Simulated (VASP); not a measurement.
CdO (Monteponite):

```
CELL_PARAMETERS angstrom
0.00000 2.34765 2.34765
2.34765 0.00000 2.34765
2.34765 2.34765 0.00000
ATOMIC_POSITIONS crystal
Cd 0.00000 0.00000 0.00000
O 0.50000 0.50000 0.50000
```

Program: VASP 6.6.1. Alike in all runs: potentials or basis VASP PAW PBE potentials, release 64 (Cd, O); no spin polarisation; cell as given; cutoff (eV) 520; smearing gaussian 0.02 eV. Hardware: 1 thread of Intel(R) Xeon(R) 6975P-C (Granite Rapids) (shared host).

Question: Order these runs on this cell by their wall time, lowest first.
A. task band structure; level HSE06; k mesh 4 × 4 × 4; grid for exact exchange (PRECFOCK) Normal; screening parameter 0.2 1/A; mesh quality coarse
B. task single point; level PBE0; k mesh 4 × 4 × 4; grid for exact exchange (PRECFOCK) Fast; exchange at q = 0 default; mesh quality coarse
C. task band structure; level SCAN; k mesh 8 × 8 × 8; mesh quality not flagged

Answer: B (47 s), C (110 s), A (1500 s).

Caveats: some runs use coarse meshes.

Runs at the PBE level aren't shown here.
